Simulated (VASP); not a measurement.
**CdS (Hawleyite): from the relaxed cell to its vibrations**

What lattice, stiffness and vibrations does CdS (Hawleyite) have at one level of theory? The starting structure is a measured crystal structure from the Crystallography Open Database. All runs use LDA.

Calculated with VASP 6.6.1; Kohn-Sham DFT with plane waves and PAW; LDA.

**1. Set-up**

It takes space group F-43m (No. 216, cubic). Conventional cell: a = 5.833 Å, b = 5.833 Å, c = 5.833 Å, α = 90.00°, β = 90.00°, γ = 90.00°. Nearest to Cd lie 4 S at 2.53 Å. S has 4 Cd at 2.53 Å nearest. Farther neighbours and most contacts between anions are not listed.

Coordinates:

```xyz
2
Lattice="0.0000 2.9165 2.9165 2.9165 0.0000 2.9165 2.9165 2.9165 0.0000" Properties=species:S:1:pos:R:3 pbc="T T T"
Cd    0.0000    0.0000    0.0000
S     4.3748    4.3748    4.3748
```

**2. Relaxation**

This run starts from the cell of an earlier relaxation, which isn't shown; the restart sets up the plane waves anew.

INCAR reads:

```
SYSTEM = CdS
PREC = Accurate
ENCUT = 500
EDIFF = 1E-07
NELM = 100
ISMEAR = 0
SIGMA = 0.03
LREAL = .FALSE.
ALGO = Normal
GGA = CA
NBANDS = 15
LORBIT = 11
LWAVE = .FALSE.
LCHARG = .FALSE.
KPAR = 4
IBRION = 2
NSW = 50
ISIF = 3
EDIFFG = -0.002
```

POSCAR reads:

```
CdS
1.0
    0.0000000000      2.8860921593      2.8860921593
    2.8860921593      0.0000000000      2.8860921593
    2.8860921593      2.8860921593      0.0000000000
Cd S
1 1
Direct
    0.0000000000      0.0000000000      0.0000000000
    0.7500000000      0.7500000000      0.7500000000
```

KPOINTS reads:

```
Automatic mesh
0
Gamma
6 6 6
0 0 0
```

Potentials, in the order of the species: Cd and S (LDA family, release 64).

Launch:

```bash
mpirun -np 4 vasp_std
```

Output:

```text
[banner, memory and clock lines left out]
running    4 mpi-ranks, on    1 nodes
 distrk:  each k-point on    1 cores,    4 groups
 distr:  one band on    1 cores,    1 groups

 POSCAR found type information on POSCAR CdS
 POSCAR found :  2 types and       2 ions
 LDA part: xc-table for (Slater(with rela. corr.)+CA(PZ))
 , standard interpolation
 POSCAR, INCAR and KPOINTS ok, starting setup
 FFT: planning ... GRIDC
 FFT: planning ... GRID_SOFT
 FFT: planning ... GRID
 WAVECAR not read
 entering main loop
       N       E                     dE             d eps       ncg     rms          rms(c)
DAV:   1     0.108831922758E+03    0.10883E+03   -0.88667E+03   496   0.107E+03
DAV:   2    -0.353680156666E+01   -0.11237E+03   -0.10661E+03   550   0.269E+02
DAV:   3    -0.789448339462E+01   -0.43577E+01   -0.43436E+01   620   0.553E+01
DAV:   4    -0.792044292424E+01   -0.25960E-01   -0.25958E-01   571   0.421E+00
DAV:   5    -0.792079014395E+01   -0.34722E-03   -0.34722E-03   627   0.465E-01    0.867E+00
DAV:   6    -0.743635730044E+01    0.48443E+00   -0.81688E-01   705   0.127E+01    0.677E+00
DAV:   7    -0.740988566305E+01    0.26472E-01   -0.17026E-01   620   0.313E+00    0.314E+00
DAV:   8    -0.740489446269E+01    0.49912E-02   -0.18886E-02   494   0.183E+00    0.258E-01
DAV:   9    -0.740443371073E+01    0.46075E-03   -0.23103E-03   641   0.792E-01    0.515E-02
DAV:  10    -0.740441943645E+01    0.14274E-04   -0.19669E-04   543   0.183E-01    0.553E-02
DAV:  11    -0.740443029224E+01   -0.10856E-04   -0.40748E-05   578   0.658E-02    0.165E-02
DAV:  12    -0.740442567117E+01    0.46211E-05   -0.18894E-05   704   0.599E-02    0.634E-03
DAV:  13    -0.740442574787E+01   -0.76692E-07   -0.12847E-06   578   0.933E-03    0.174E-03
DAV:  14    -0.740442575088E+01   -0.30120E-08   -0.27143E-08   352   0.149E-03
   1 F= -.74044258E+01 E0= -.74044258E+01  d E =-.740443E+01
 curvature:   0.00 expect dE= 0.000E+00 dE for cont linesearch  0.000E+00
 trial: gam= 0.00000 g(F)=  0.760E-47 g(S)=  0.154E-06 ort = 0.000E+00 (trialstep = 0.100E+01)
 search vector abs. value=  0.154E-06
 reached required accuracy - stopping structural energy minimisation
```

Wall time 7 s (4 MPI ranks of AMD EPYC 7R43, shared host); peak memory 0.46 GiB; 25 s of CPU time.

Lines that name or quote the potential files are left out of all logs, and their timing lines are given in words.

From OUTCAR (step 2):

```text
ion  position               nearest neighbor table
   1  0.000  0.000  0.000-   2 2.50   2 2.50   2 2.50   2 2.50
   2  0.750  0.750  0.750-   1 2.50   1 2.50   1 2.50   1 2.50

  LATTYP: Found a face centered cubic cell.
 ALAT       =     5.7721843186

 Subroutine GETGRP returns: Found 24 space group operations
 (whereof 24 operations were pure point group operations)

The static configuration has the point symmetry T_d .

 Found     16 irreducible k-points:

   k-points           NKPTS =     16   k-points in BZ     NKDIM =     16   number of bands    NBANDS=     15

   dimension x,y,z NGX =    30 NGY =   30 NGZ =   30
   dimension x,y,z NGXF=    60 NGYF=   60 NGZF=   60

   ENCUT  =  500.0 eV  36.75 Ry    6.06 a.u.   7.44  7.44  7.44*2*pi/ulx,y,z

   NELECT =      18.0000    total number of electrons

 k-points in reciprocal lattice and weights: Automatic mesh
   0.00000000  0.00000000  0.00000000       0.005
   0.16666667  0.00000000  0.00000000       0.037
   0.33333333  0.00000000  0.00000000       0.037
   0.50000000  0.00000000  0.00000000       0.019
   0.16666667  0.16666667  0.00000000       0.028
   0.33333333  0.16666667  0.00000000       0.111
   0.50000000  0.16666667  0.00000000       0.111
  -0.33333333  0.16666667  0.00000000       0.111
  -0.16666667  0.16666667  0.00000000       0.056
[...]
-0.33333333  0.33333333  0.16666667       0.111
  -0.33333333  0.50000000  0.16666667       0.056

 average (electrostatic) potential at core
       1 -39.9089       2 -89.6318

 E-fermi :   1.5794

 k-point     1 :       0.0000    0.0000    0.0000
  band No.  band energies     occupation
    ...
      5      -5.9659      2.00000
      6      -5.9659      2.00000
      7       1.4111      2.00000
      8       1.4111      2.00000
      9       1.4111      2.00000
     10       2.3693      0.00000
     11       7.7614      0.00000
     12       7.7614      0.00000
     13       7.7614      0.00000
     14      12.6603      0.00000
    ...

 k-point     2 :       0.1667    0.0000    0.0000
  band No.  band energies     occupation
    ...
      5      -5.9672      2.00000
      6      -5.9672      2.00000
      7      -0.2082      2.00000
      8       1.1868      2.00000
      9       1.1868      2.00000
     10       3.5860      0.00000
     11       7.4237      0.00000
     12       8.0966      0.00000
     13       8.0966      0.00000
     14      12.0289      0.00000
    ...

 k-point     3 :       0.3333    0.0000    0.0000
  band No.  band energies     occupation
    ...
      5      -5.9481      2.00000
      6      -5.9481      2.00000
      7      -2.2115      2.00000
      8       0.7819      2.00000
      9       0.7819      2.00000
     10       4.2165      0.00000
     11       7.9911      0.00000
     12       8.3328      0.00000
     13       8.3328      0.00000
     14      12.1864      0.00000
    ...

  Total       -0.0014592     -0.0014592     -0.0014592     -0.0000000     -0.0000000      0.0000000
  in kB       -0.0486256     -0.0486256     -0.0486256     -0.0000000     -0.0000000      0.0000000
  external PRESSURE =      -0.0486256 kB  Pullay stress =       0.0000000 kB

  energy-cutoff  :      500.00
  volume of cell :       48.08
      direct lattice vectors                 reciprocal lattice vectors
     0.000000000  2.886092159  2.886092159    -0.173244641  0.173244641  0.173244641
     2.886092159  0.000000000  2.886092159     0.173244641 -0.173244641  0.173244641
     2.886092159  2.886092159  0.000000000     0.173244641  0.173244641 -0.173244641

 POSITION                                       TOTAL-FORCE (eV/Angst)
 -----------------------------------------------------------------------------------
      0.00000      0.00000      0.00000        -0.000000     -0.000000      0.000000
      4.32914      4.32914      4.32914         0.000000      0.000000     -0.000000
 -----------------------------------------------------------------------------------
    total drift:                                0.000000      0.000000      0.000000

  FREE ENERGIE OF THE ION-ELECTRON SYSTEM (eV)
  ---------------------------------------------------
  free  energy   TOTEN  =        -7.4044257509 eV

  energy  without entropy=       -7.4044257509  energy(sigma->0) =       -7.40442575

 reached required accuracy - stopping structural energy minimisation

 total charge
# of ion       s       p       d       tot
------------------------------------------
    1        0.447   0.354   9.554  10.355
    2        1.322   2.391   0.000   3.713
--------------------------------------------------
tot          1.769   2.744   9.554  14.067

[... 3 further parts left out ...]
```

The run keeps the 24 symmetry operations of its start, so it cannot find a distortion of lower symmetry.

The relaxed cell holds 24.040 Å³ an atom, with a = 5.772 Å (-1.0 % against the database cell). Pressures at 0.985 and 1.015 times this volume, from two more relaxations that aren't shown, give a bulk modulus of 67.9 GPa.

**3. Elastic constants**

INCAR reads:

```
SYSTEM = CdS
PREC = Accurate
ENCUT = 700
EDIFF = 1E-08
NELM = 100
ISMEAR = 0
SIGMA = 0.03
LREAL = .FALSE.
ALGO = Normal
GGA = CA
NBANDS = 15
LORBIT = 11
LWAVE = .FALSE.
LCHARG = .FALSE.
KPAR = 4
IBRION = 6
NFREE = 2
POTIM = 0.015
ISIF = 3
NSW = 1
```

POSCAR is that of step 2.

KPOINTS reads:

```
Automatic mesh
0
Gamma
8 8 8
0 0 0
```

Launch:

```bash
mpirun -np 4 vasp_std
```

Output:

```text
[... set-up lines as in an earlier step ...]
 entering main loop
       N       E                     dE             d eps       ncg     rms          rms(c)
DAV:   1     0.127676373848E+03    0.12768E+03   -0.10716E+04   886   0.140E+03
DAV:   2    -0.235509597603E+01   -0.13003E+03   -0.12123E+03  1024   0.294E+02
DAV:   3    -0.788308909796E+01   -0.55280E+01   -0.55121E+01  1094   0.625E+01
DAV:   4    -0.792192699671E+01   -0.38838E-01   -0.38833E-01  1038   0.518E+00
[...]
DAV:  12    -0.740742559351E+01    0.39191E-05   -0.17157E-05  1252   0.579E-02    0.633E-03
DAV:  13    -0.740742564350E+01   -0.49997E-07   -0.11735E-06  1003   0.937E-03    0.202E-03
DAV:  14    -0.740742564901E+01   -0.55006E-08   -0.33714E-08  1143   0.156E-03
   1 F= -.74074256E+01 E0= -.74074256E+01  d E =-.609345E-21
[... from here on, the cycles between the ionic steps are left out ...]
   2 F= -.74046693E+01 E0= -.74046693E+01  d E =-.279683E-14
   3 F= -.74046647E+01 E0= -.74046647E+01  d E =-.714292E-19
   4 F= -.74046693E+01 E0= -.74046693E+01  d E =-.279978E-14
   5 F= -.74046647E+01 E0= -.74046647E+01  d E =-.714260E-19
   6 F= -.74046693E+01 E0= -.74046693E+01  d E =-.279967E-14
   7 F= -.74046647E+01 E0= -.74046647E+01  d E =-.714522E-19
   8 F= -.74054161E+01 E0= -.74054161E+01  d E =-.133448E-17
   9 F= -.74054161E+01 E0= -.74054161E+01  d E =-.134671E-17
  10 F= -.74054160E+01 E0= -.74054160E+01  d E =-.134549E-17
  11 F= -.74054161E+01 E0= -.74054161E+01  d E =-.134727E-17
  12 F= -.74054161E+01 E0= -.74054161E+01  d E =-.134478E-17
  13 F= -.74054161E+01 E0= -.74054161E+01  d E =-.134771E-17
  14 F= -.74068051E+01 E0= -.74068051E+01  d E =-.127600E-20
  15 F= -.74068051E+01 E0= -.74068051E+01  d E =-.127306E-20
  16 F= -.74068064E+01 E0= -.74068064E+01  d E =-.127648E-20
  17 F= -.74068064E+01 E0= -.74068064E+01  d E =-.127551E-20
 Finite differences progress:
  Degree of freedom:   8/  8
  Displacement:        2/  2
  Total:              16/ 16
```

It took 8.5 min on 4 MPI ranks; peak memory 1.5 GiB.

Parts of OUTCAR (step 3):

```text
  Total       -0.0013194      0.0010962      0.0010962      0.0000000     -0.1089219      0.0000000
  in kB       -0.0439681      0.0365281      0.0365281      0.0000000     -3.6296554      0.0000000
  external PRESSURE =       0.0096960 kB  Pullay stress =       0.0000000 kB

 POSITION                                       TOTAL-FORCE (eV/Angst)
 -----------------------------------------------------------------------------------
      0.00000      0.00000      0.00000        -0.082567      0.000000      0.000000
      4.31414      4.32914      4.32914         0.082567     -0.000000     -0.000000
 -----------------------------------------------------------------------------------
    total drift:                                0.000043     -0.000000     -0.000000

  FREE ENERGIE OF THE ION-ELECTRON SYSTEM (eV)
  ---------------------------------------------------
  free  energy   TOTEN  =        -7.4068063999 eV

  energy  without entropy=       -7.4068063999  energy(sigma->0) =       -7.40680640

[... 3 further parts left out ...]
[key lines of the parts left out:]
E-fermi :   1.5969
```

The last energy, forces and stress in OUTCAR belong to the last displaced cell, not to that of POSCAR.

The elastic tensor has C11 = 81.7, C12 = 61.2, C44 = 27.7 GPa; its Hill averages are a bulk modulus of 68.0 and a shear modulus of 18.6 GPa.

**4. Modes of the relaxed cell**

INCAR reads:

```
SYSTEM = CdS
PREC = Accurate
ENCUT = 500
EDIFF = 1E-08
NELM = 100
ISMEAR = 0
SIGMA = 0.03
LREAL = .FALSE.
ALGO = Normal
GGA = CA
NBANDS = 15
LORBIT = 11
LWAVE = .FALSE.
LCHARG = .FALSE.
KPAR = 4
IBRION = 8
LEPSILON = .TRUE.
LPEAD = .TRUE.
ISIF = 2
```

POSCAR is that of step 3.

KPOINTS reads:

```
Automatic mesh
0
Gamma
12 12 12
0 0 0
```

Launch:

```bash
mpirun -np 4 vasp_std
```

Output:

```text
[... set-up lines as in an earlier step ...]
 entering main loop
       N       E                     dE             d eps       ncg     rms          rms(c)
DAV:   1     0.106138733570E+03    0.10614E+03   -0.89577E+03  2232   0.107E+03
DAV:   2    -0.362381073722E+01   -0.10976E+03   -0.10393E+03  2524   0.265E+02
DAV:   3    -0.789436499835E+01   -0.42706E+01   -0.42603E+01  2685   0.542E+01
DAV:   4    -0.792184588377E+01   -0.27481E-01   -0.27478E-01  2671   0.427E+00
[...]
DAV:  12    -0.740778710066E+01    0.44015E-05   -0.17883E-05  3299   0.586E-02    0.638E-03
DAV:  13    -0.740778717185E+01   -0.71184E-07   -0.12187E-06  2517   0.925E-03    0.180E-03
DAV:  14    -0.740778717544E+01   -0.35880E-08   -0.29713E-08  2867   0.146E-03
   1 F= -.74077872E+01 E0= -.74077872E+01  d E =-.107705E-16
 Linear response reoptimize wavefunctions to high precision
DAV:   1    -0.740778717582E+01   -0.37903E-09   -0.39238E-09  2415   0.732E-04
DAV:   2    -0.740778717588E+01   -0.61846E-10   -0.59626E-10  1528   0.223E-04
 Linear response to external field (no local field effect), progress :
[...]
RMM:  10    -0.430415556980E+00   -0.47106E-08   -0.11449E-09 15302   0.197E-05    0.305E-06
 first order change of Fermi-energy   0.15148E+00
 force on displaced ion       1 direction 1 :  -5.535   0.000   0.000
 Born effective charge ion    1 direction 1 :   2.143   0.000   0.000
 Linear response progress:
  Degree of freedom:   2/  2
       N       E                     dE             d eps       ncg     rms          rms(c)
RMM:   1    -0.106760087143E+00   -0.10676E+00    0.32901E-02 20922   0.186E+00
RMM:   2    -0.105317570353E+00    0.14425E-02   -0.24129E-03 13014   0.369E-01    0.179E-01
RMM:   3    -0.105567426125E+00   -0.24986E-03   -0.98252E-05 13456   0.645E-02    0.953E-02
RMM:   4    -0.105884664845E+00   -0.31724E-03   -0.54772E-05 13629   0.430E-02    0.146E-02
[...]
RMM:  10    -0.105866102571E+00   -0.26749E-06   -0.40657E-09 14080   0.342E-05    0.123E-05
RMM:  11    -0.105866046292E+00    0.56279E-07    0.69318E-08 13950   0.143E-05    0.553E-06
RMM:  12    -0.105866044007E+00    0.22847E-08   -0.15061E-08 11174   0.762E-06    0.234E-06
 first order change of Fermi-energy  -0.15117E+00
 force on displaced ion       2 direction 1 :  -5.503  -0.000  -0.000
 Born effective charge ion    2 direction 1 :  -2.144   0.000   0.000
 Born effective charges drift removed
 Linear response finished
```

Elapsed: 8.3 min, on 4 MPI ranks; peak memory 2.5 GiB; 32 min of CPU time.

OUTCAR, selected parts (step 4):

```text
  Total       -0.0044346     -0.0044346     -0.0044346      0.0000000      0.0000000      0.0000000
  in kB       -0.1477778     -0.1477778     -0.1477778      0.0000000      0.0000000      0.0000000
  external PRESSURE =      -0.1477778 kB  Pullay stress =       0.0000000 kB

 POSITION                                       TOTAL-FORCE (eV/Angst)
 -----------------------------------------------------------------------------------
      0.00000      0.00000      0.00000         0.000000      0.000000      0.000000
      4.32914      4.32914      4.32914        -0.000000     -0.000000     -0.000000
 -----------------------------------------------------------------------------------
    total drift:                                0.000000      0.000000      0.000000

 MACROSCOPIC STATIC DIELECTRIC TENSOR (including local field effects in DFT)
 ------------------------------------------------------
           6.530678     0.000000    -0.000000
           0.000000     6.530678     0.000000
           0.000000    -0.000000     6.530678
 ------------------------------------------------------

 MACROSCOPIC STATIC DIELECTRIC TENSOR IONIC CONTRIBUTION
 ------------------------------------------------------
           3.133005     0.000000     0.000000
           0.000000     3.133005     0.000000
           0.000000     0.000000     3.133005
 ------------------------------------------------------

[... 1 part as in an earlier step ...]

[... 1 further part left out ...]
```

The zone-centre modes at 24.040 Å³ an atom are T2 245.1 cm⁻¹.

**5. Modes at 0.97 of that volume**

Shape and positions were first relaxed at this volume, in a run that isn't shown.

INCAR is that of step 4.

POSCAR reads:

```
CdS
1.0
    0.0000000000      2.8569377200      2.8569377200
    2.8569377200      0.0000000000      2.8569377200
    2.8569377200      2.8569377200      0.0000000000
Cd S
1 1
Direct
    0.0000000000      0.0000000000      0.0000000000
    0.7500000000      0.7500000000      0.7500000000
```

KPOINTS is that of step 4.

Launch:

```bash
mpirun -np 4 vasp_std
```

Output:

```text
[... set-up lines as in an earlier step ...]
 entering main loop
       N       E                     dE             d eps       ncg     rms          rms(c)
DAV:   1     0.109370087538E+03    0.10937E+03   -0.90761E+03  2224   0.108E+03
DAV:   2    -0.356961062670E+01   -0.11294E+03   -0.10658E+03  2503   0.269E+02
DAV:   3    -0.788706804291E+01   -0.43175E+01   -0.43067E+01  2769   0.550E+01
DAV:   4    -0.791333632493E+01   -0.26268E-01   -0.26266E-01  2538   0.426E+00
[...]
DAV:  12    -0.739791494393E+01    0.28272E-05   -0.16208E-05  3262   0.566E-02    0.676E-03
DAV:  13    -0.739791487332E+01    0.70610E-07   -0.12517E-06  2538   0.114E-02    0.177E-03
DAV:  14    -0.739791488212E+01   -0.88010E-08   -0.65891E-08  2805   0.211E-03
   1 F= -.73979149E+01 E0= -.73979149E+01  d E =-.874826E-24
 Linear response reoptimize wavefunctions to high precision
DAV:   1    -0.739791488279E+01   -0.66916E-09   -0.11752E-09  2067   0.377E-04
DAV:   2    -0.739791488279E+01   -0.68212E-11   -0.20398E-10  1423   0.154E-04
 Linear response to external field (no local field effect), progress :
[...]
RMM:  12    -0.429988526113E+00    0.17374E-08   -0.71360E-09  9392   0.110E-05    0.195E-07
 first order change of Fermi-energy  -0.50667E-01
 force on displaced ion       1 direction 1 :  -6.168  -0.000  -0.000
 Born effective charge ion    1 direction 1 :   2.106   0.000   0.000
 Linear response progress:
  Degree of freedom:   2/  2
       N       E                     dE             d eps       ncg     rms          rms(c)
RMM:   1    -0.106793325721E+00   -0.10679E+00    0.32378E-02 20941   0.189E+00
RMM:   2    -0.105274091292E+00    0.15192E-02   -0.24934E-03 13047   0.380E-01    0.189E-01
RMM:   3    -0.105541562381E+00   -0.26747E-03   -0.10139E-04 13477   0.656E-02    0.101E-01
RMM:   4    -0.105875153309E+00   -0.33359E-03   -0.56708E-05 13629   0.436E-02    0.154E-02
[...]
RMM:  10    -0.105855288688E+00   -0.25504E-06    0.39912E-08 14079   0.332E-05    0.110E-05
RMM:  11    -0.105855232000E+00    0.56688E-07    0.87221E-08 13702   0.138E-05    0.562E-06
RMM:  12    -0.105855225188E+00    0.68115E-08    0.30310E-08 10858   0.725E-06    0.240E-06
 first order change of Fermi-energy   0.50702E-01
 force on displaced ion       2 direction 1 :  -6.148  -0.000  -0.000
 Born effective charge ion    2 direction 1 :  -2.106   0.000   0.000
 Born effective charges drift removed
 Linear response finished
```

The job ended after 8.1 min (4 MPI ranks; peak memory 2.5 GiB; 29 min of CPU time).

[end of part 1 of 2]

[Lines on the potential files, build, host, timing and source positions are cut from VASP's logs without a mark.]

[Logs are printed without paths, hosts, clocks, repeated set-up lines and the standing remarks that a program may print on its own settings, such as how far it seeks lower states.]

[Hosts, paths, dates, database ids (printed as entryN), source tags and the programs' standing remarks are cut or masked in the printed files.]
